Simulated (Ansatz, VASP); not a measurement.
**InS (InS (100) slab) in two plane-wave programs**

Wanted: the spread between two codes on one cell, functional and k mesh. The structure shown is the end of the Ansatz relaxation below.

Method: plane waves, with VASP 6.6.1 beside it; single point at PBEsol, in Ansatz 0.2.0.

## (1) The structure

The cell holds 48 atoms: 24 In and 24 S. Cell: a = 9.414 Å, b = 10.651 Å, c = 23.000 Å, α = 90.0°, β = 90.0°, γ = 90.0°. Vacuum lies along c.

## (2) Ansatz: relaxation, PBEsol

Ansatz runs on its PAW soft_1 files.

This run makes the geometry at which the two programs are then compared.

The input, input.yaml:

```yaml
crystal:
  lattice:
    - [9.413942, 0.0, 0.0]
    - [0.0, 10.651148, 0.0]
    - [0.0, 0.0, 23.0]
  atoms:
    - { symbol: In, position: [0.26376583, 0.36691351, 0.30934535] }
    - { symbol: In, position: [0.23701541, 0.63474475, 0.30933962] }
    - { symbol: In, position: [0.06536024, 0.1181068, 0.36551433] }
    - { symbol: In, position: [0.43540497, 0.88355205, 0.36552111] }
    - { symbol: In, position: [0.31413458, 0.3785953, 0.46201716] }
    - { symbol: In, position: [0.18661974, 0.62305002, 0.46201383] }
    - { symbol: In, position: [0.06412499, 0.12305107, 0.5371233] }
    - { symbol: In, position: [0.43662062, 0.87858773, 0.53712619] }
    - { symbol: In, position: [0.31534436, 0.38353313, 0.63363182] }
    - { symbol: In, position: [0.18539993, 0.61809539, 0.63362738] }
    - { symbol: In, position: [0.01374798, 0.13472264, 0.68980168] }
    - { symbol: In, position: [0.48699701, 0.86689856, 0.68980491] }
    - { symbol: S, position: [0.23459562, 0.14869514, 0.28342825] }
    - { symbol: S, position: [0.26619028, 0.85296525, 0.28342787] }
    - { symbol: S, position: [0.49115766, 0.35005577, 0.37332163] }
    - { symbol: S, position: [0.00961793, 0.65160155, 0.37331487] }
    - { symbol: S, position: [0.23961314, 0.14933335, 0.45468988] }
    - { symbol: S, position: [0.2611385, 0.85231275, 0.45469082] }
    - { symbol: S, position: [0.48960554, 0.35231264, 0.5444579] }
    - { symbol: S, position: [0.01114618, 0.64932549, 0.5444542] }
    - { symbol: S, position: [0.24114039, 0.15158129, 0.62582586] }
    - { symbol: S, position: [0.2596058, 0.85004356, 0.62582837] }
    - { symbol: S, position: [0.48456826, 0.35293648, 0.71572069] }
    - { symbol: S, position: [0.0161765, 0.64868007, 0.71571931] }
    - { symbol: In, position: [0.76376583, 0.36691351, 0.30934535] }
    - { symbol: In, position: [0.73701541, 0.63474475, 0.30933962] }
    - { symbol: In, position: [0.56536024, 0.1181068, 0.36551433] }
    - { symbol: In, position: [0.93540497, 0.88355205, 0.36552111] }
    - { symbol: In, position: [0.81413458, 0.3785953, 0.46201716] }
    - { symbol: In, position: [0.68661974, 0.62305002, 0.46201383] }
    - { symbol: In, position: [0.56412499, 0.12305107, 0.5371233] }
    - { symbol: In, position: [0.93662062, 0.87858773, 0.53712619] }
    - { symbol: In, position: [0.81534436, 0.38353313, 0.63363182] }
    - { symbol: In, position: [0.68539993, 0.61809539, 0.63362738] }
    - { symbol: In, position: [0.51374798, 0.13472264, 0.68980168] }
    - { symbol: In, position: [0.98699701, 0.86689856, 0.68980491] }
    - { symbol: S, position: [0.73459562, 0.14869514, 0.28342825] }
    - { symbol: S, position: [0.76619028, 0.85296525, 0.28342787] }
    - { symbol: S, position: [0.99115766, 0.35005577, 0.37332163] }
    - { symbol: S, position: [0.50961793, 0.65160155, 0.37331487] }
    - { symbol: S, position: [0.73961314, 0.14933335, 0.45468988] }
    - { symbol: S, position: [0.7611385, 0.85231275, 0.45469082] }
    - { symbol: S, position: [0.98960554, 0.35231264, 0.5444579] }
    - { symbol: S, position: [0.51114618, 0.64932549, 0.5444542] }
    - { symbol: S, position: [0.74114039, 0.15158129, 0.62582586] }
    - { symbol: S, position: [0.7596058, 0.85004356, 0.62582837] }
    - { symbol: S, position: [0.98456826, 0.35293648, 0.71572069] }
    - { symbol: S, position: [0.5161765, 0.64868007, 0.71571931] }
basis:
  ecutwfc: 420
  xc_grid: 2
hamiltonian:
  xc: pbesol
  pseudopotentials: { kind: paw, azcp: { folder: soft_1 }, xc_functional: pbe }
kpoints:
  mp_grid: { grid: [2, 2, 1] }
scf:
  occupations: { method: fermi_dirac, width: 0.01 }
  max_iter: 80
output:
  forces: true
relax:
  f_tol: 0.015
  max_steps: 80
  random_displacement: { amplitude: 0.05, seed: 2529 }
```

On the command line:

```sh
$ ansatz run input.yaml --threads 32 --pin off --max-ram 84787MiB --backend cuda --events-out ev --progress --plain --runs-dir out --max-vram 78GiB
```

Numbers of over 12 decimals in the logs are rounded to 6 here.

The log of the run:

```text
[...]
Engine: ansatz 0.2.0, aarch64-unknown-linux-gnu
[...]
Pseudopotential: In, paw, valence charge 13, recommended cutoff 420 eV (normal), soft_1/In.paw.azcp
Pseudopotential: S, paw, valence charge 6, recommended cutoff 420 eV (normal), soft_1/S.paw.azcp
Functional definition: PBEsol
[...]
Crystal: 48 atoms, lattice volume = 2306.194 Å³
Basis set: ecut = 420 eV, 45061 PW (Γ), exchange–correlation on 128×144×320 points (8 copies of the dense FFT grid, shifted against one another)
Bands: 276, of which v1, the nominal top of the filled ones, is band 228 counted from 1 (227 counted from 0)
[...]
k-points: 4
[...]
Functional: x = pbesol(κ = 0.804, μ = 0.123457), c = pbesol(β = 0.046)
[...]
preconditioner: auto → Resta (q_TF=auto, 2.082 Å⁻¹)  ε∞=2.6  [insulator: Δε(μ)=1.396 eV  Ē_g=13.066 eV  σ=0.010 eV  W_gap=1.00  n_scr=346 (ndim 8)  ℏωp=16.5 eV  f_vac=0.466  D(μ)=0.00/eV (n_scr^D=0)   [...]
SCF iter   2: F=—  HF=-153866.362992 eV  |F-HF|=—  |Δ(HF+E_count)|=   1.87e-1  Δρ=2.66e-3  dr2=1.23e-1  ethr=1.78e-4  ⟨swp⟩=3.0  Hψ=1330  notcnv=0  defer=166
[...]
SCF iter   7: F=-153866.339867 eV  HF=-153866.339870 eV  |F-HF|=3.09e-6  |Δ(HF+E_count)|=   9.74e-6  Δρ=1.63e-5  dr2=1.09e-5  ethr=9.85e-9  ⟨swp⟩=4.0  Hψ=3840  notcnv=0
SCF 2 converged in 7 iterations: F = -153866.339867 eV  dr2 = 1.09e-5
[...]
SCF 6 converged in 7 iterations: F = -153866.803784 eV  dr2 = 5.14e-8
[...]
relax step   6: F+E_penalty+E_count = -153866.80378376 eV  Δ(F+E_penalty+E_count) = -5.527e-4 eV  max|allowed force component| = 4.692e-3 eV/Å  Δτ_max = 0.0146 Å  (7 SCF iters, accepted)
SCF converged after 7 iterations
[...]
--- Relaxed structure (6 steps of the walk, 6 accepted, 0 SCFs on fresh bases) ---
[...]
```

## (3) VASP: single point, PBEsol

The same cell, functional, mesh and smearing now go to VASP, with its own data sets.

Lines of VASP's logs that name or quote its potential files are left out, and so is its time.

The input, INCAR:

```
SYSTEM = InS
PREC = Accurate
ENCUT = 400
EDIFF = 1E-06
NELM = 120
ISMEAR = -1
SIGMA = 0.01
LREAL = Auto
ALGO = Normal
GGA = PS
NBANDS = 264
LORBIT = 11
LWAVE = .FALSE.
LCHARG = .FALSE.
ISIF = 2
LASPH = .TRUE.
GGA_COMPAT = .FALSE.
EFERMI = MIDGAP
KPAR = 4
```

The input, POSCAR:

```
InS
1.0
    9.4139420000      0.0000000000      0.0000000000
    0.0000000000     10.6511480000      0.0000000000
    0.0000000000      0.0000000000     23.0000000000
In S
24 24
Direct
    0.2600200000      0.3705600000      0.3118300000
    0.2408400000      0.6300100000      0.3118500000
    0.0665800000      0.1163300000      0.3642400000
    0.4338300000      0.8844400000      0.3642800000
    0.3184400000      0.3817300000      0.4641700000
    0.1821800000      0.6188800000      0.4641500000
    0.0683500000      0.1188500000      0.5354200000
    0.4322100000      0.8818000000      0.5354200000
    0.3165900000      0.3842800000      0.6353500000
    0.1841100000      0.6162700000      0.6353200000
    0.0097700000      0.1300400000      0.6877400000
    0.4906100000      0.8705600000      0.6877800000
    0.7599100000      0.3706300000      0.3118600000
    0.7406400000      0.6300700000      0.3118200000
    0.5668000000      0.1162300000      0.3643000000
    0.9340300000      0.8843500000      0.3642600000
    0.8185300000      0.3818200000      0.4641400000
    0.6821000000      0.6188900000      0.4641300000
    0.5685600000      0.1188800000      0.5354800000
    0.9321100000      0.8816700000      0.5354800000
    0.8167700000      0.3844700000      0.6353200000
    0.6837700000      0.6162300000      0.6353200000
    0.5098300000      0.1300000000      0.6878200000
    0.9908100000      0.8705800000      0.6877400000
    0.2251800000      0.1599800000      0.2806500000
    0.2754400000      0.8406200000      0.2806300000
    0.4873200000      0.3458800000      0.3747100000
    0.0134600000      0.6547200000      0.3746800000
    0.2383700000      0.1552000000      0.4531500000
    0.2621300000      0.8454600000      0.4531600000
    0.4884000000      0.3453900000      0.5464800000
    0.0122000000      0.6551500000      0.5464600000
    0.2371000000      0.1546500000      0.6249100000
    0.2633400000      0.8459300000      0.6248800000
    0.4748300000      0.3405200000      0.7190500000
    0.0256300000      0.6600200000      0.7189700000
    0.7253500000      0.1599800000      0.2806900000
    0.7755000000      0.8406400000      0.2806400000
    0.9872900000      0.3459800000      0.3746900000
    0.5133100000      0.6547800000      0.3746700000
    0.7385300000      0.1552400000      0.4531800000
    0.7621900000      0.8454100000      0.4531500000
    0.9884600000      0.3454500000      0.5464600000
    0.5121200000      0.6552300000      0.5464300000
    0.7372200000      0.1548100000      0.6249800000
    0.7633300000      0.8458600000      0.6249600000
    0.9751500000      0.3406300000      0.7189800000
    0.5251400000      0.6598800000      0.7189000000
```

The input, KPOINTS:

```
Automatic mesh
0
Gamma
2 2 1
0 0 0
```

The projector-augmented-wave data sets are In_d and S (PBE family, release 64).

On the command line:

```sh
$ mpirun -np 8 vasp_std
```

The log of the run:

```text
[banner, memory and clock lines left out]
running    8 mpi-ranks, on    1 nodes
[...]
|                                                                             |
|           W    W    AA    RRRRR   N    N  II  N    N   GGGG   !!!           |
|           W    W   A  A   R    R  NN   N  II  NN   N  G    G  !!!           |
|           W    W  A    A  R    R  N N  N  II  N N  N  G       !!!           |
|           W WW W  AAAAAA  RRRRR   N  N N  II  N  N N  G  GGG   !            |
|           WW  WW  A    A  R   R   N   NN  II  N   NN  G    G                |
|           W    W  A    A  R    R  N    N  II  N    N   GGGG   !!!           |
|                                                                             |
|     For optimal performance we recommend to set                             |
|       NCORE = 2 up to number-of-cores-per-socket                            |
|     NCORE specifies how many cores store one orbital (NPAR=cpu/NCORE).      |
|     This setting can greatly improve the performance of VASP for DFT.       |
[...]
|                                                                             |
|     You enforced a specific xc type in the INCAR file but a different       |
|     [... a line on the potential file left out ...]
|     I HOPE YOU KNOW WHAT YOU ARE DOING!                                     |
|                                                                             |

 LDA part: xc-table for (Slater+PW92), standard interpolation
 POSCAR, INCAR and KPOINTS ok, starting setup
[...]
entering main loop
       N       E                     dE             d eps       ncg     rms          rms(c)
DAV:   1     0.438123025098E+04    0.43812E+04   -0.17231E+05  2192   0.138E+03
DAV:   2     0.528784531713E+03   -0.38524E+04   -0.37482E+04  2312   0.391E+02
DAV:   3    -0.149718030637E+03   -0.67850E+03   -0.66720E+03  2568   0.204E+02
DAV:   4    -0.203696519681E+03   -0.53978E+02   -0.53477E+02  2568   0.553E+01
[...]
DAV:  27    -0.194686812630E+03   -0.98151E-05   -0.11392E-06  1488   0.173E-03    0.696E-04
DAV:  28    -0.194686813867E+03   -0.12370E-05   -0.96764E-08  1416   0.106E-03    0.952E-04
DAV:  29    -0.194686814341E+03   -0.47452E-06   -0.44434E-08  1320   0.663E-04
   1 F= -.19468681E+03 E0= -.19468681E+03  d E =0.000000E+00
```

OUTCAR, selected parts (step 3):

```text
  Total      -17.1593766     -7.7452688     -0.3979535     -0.0022438      0.0003710      0.0020884
  in kB      -11.9210996     -5.3808552     -0.2764695     -0.0015588      0.0002578      0.0014508
  external PRESSURE =      -5.8594747 kB  Pullay stress =       0.0000000 kB

 POSITION                                       TOTAL-FORCE (eV/Angst)
 -----------------------------------------------------------------------------------
      2.44781      3.94689      7.17209         0.001243     -0.016137     -0.014887
      2.26725      6.71033      7.17255        -0.001580      0.017448     -0.015068
      0.62678      1.23905      8.37752         0.001496     -0.003949     -0.005766
      4.08405      9.42030      8.37844        -0.001027      0.003258     -0.009407
      2.99778      4.06586     10.67591        -0.002535      0.001186     -0.002381
      1.71503      6.59178     10.67545         0.002555     -0.001815     -0.001284
      0.64344      1.26589     12.31466        -0.003175     -0.002001      0.004828
      4.06880      9.39218     12.31466         0.002622      0.002064      0.004083
      2.98036      4.09302     14.61305        -0.000288      0.001954      0.009024
      1.73320      6.56398     14.61236        -0.003623     -0.002959      0.012439
      0.09197      1.38508     15.81802         0.000323      0.017325      0.015949
      4.61857      9.27246     15.81894        -0.000233     -0.018212      0.012472
      7.15375      3.94763      7.17278         0.000515     -0.018171     -0.015959
      6.97234      6.71097      7.17186         0.000930      0.016534     -0.013423
[...]
-----------------------------------------------------------------------------------
    total drift:                                0.005547      0.004721      0.000397

  FREE ENERGIE OF THE ION-ELECTRON SYSTEM (eV)
  ---------------------------------------------------
  free  energy   TOTEN  =      -194.6868143414 eV

  energy  without entropy=     -194.6868143414  energy(sigma->0) =     -194.68681434

[... 3 further parts left out ...]
[key lines of the parts left out:]
E-fermi :   0.1646
```

## (4) Side by side

Known differences besides the potentials themselves: the cutoff is 420 eV in Ansatz and 400 eV in VASP (PREC = Accurate, projectors in real space); Ansatz makes its cores anew for this functional, VASP keeps those of its PBE data sets. Total energies have different zeros and are not compared.

Compared:

| quantity | Ansatz | VASP | difference |
| --- | --- | --- | --- |
| gap on the k mesh (eV) | 1.471 | 1.473 | -0.002 |

At this near-relaxed geometry the largest component of a force difference is 17 meV/Å. A gap on the mesh is an upper bound, since the band edges may lie between its points. With vacuum in the cell, a pressure given here is an average over mostly empty space and none of the material.

## (5) What came out

- difference in gap on the k mesh (single point, PBEsol): -0.0024 eV
- r.m.s. force difference (single point, PBEsol): 6.9 meV/Å

What this shows: The r.m.s. force difference is 6.9 meV/Å (single point, PBEsol), within the 12 meV/Å picked in this series as the mark of a large difference. Such differences can come from data sets, numerical settings and the points named under the comparisons, not from the functional's error against experiment.

[Lines on the potential files, build, host, timing and source positions are cut from VASP's logs without a mark.]

[Logs are printed without paths, hosts, clocks, repeated set-up lines and the standing remarks that a program may print on its own settings, such as how far it seeks lower states.]

[Hosts, paths, dates, database ids (printed as entryN), source tags and the programs' standing remarks are cut or masked in the printed files.]
